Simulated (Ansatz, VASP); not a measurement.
**Rb: VASP beside Ansatz**

```xyz
1
Lattice="-2.4725 2.4725 2.4725 2.4725 -2.4725 2.4725 2.4725 2.4725 -2.4725" Properties=species:S:1:pos:R:3 pbc="T T T"
Rb    0.0000    0.0000    0.0000
```

Change from the starting cell: volume scaled by 0.78, PAW files.

Alike in both runs: task single point; functional LDA; k mesh 11 × 11 × 11; occupations fermi-dirac, width 0.05 eV; no spin polarisation.

```csv
,VASP,Ansatz
version,VASP 6.6.1,Ansatz 0.2.0
potentials or method,"VASP PAW LDA potentials, release 64 (Rb_sv)","PAW with Ansatz's default frozen-core files, scalar-relativistic"
plane-wave cutoff (eV),520,420
valence electrons in the cell,9,9
```

|  | VASP | Ansatz | Ansatz less VASP |
| --- | --- | --- | --- |
| pressure (GPa) | 1.4 | 1.4 | 0.00 |
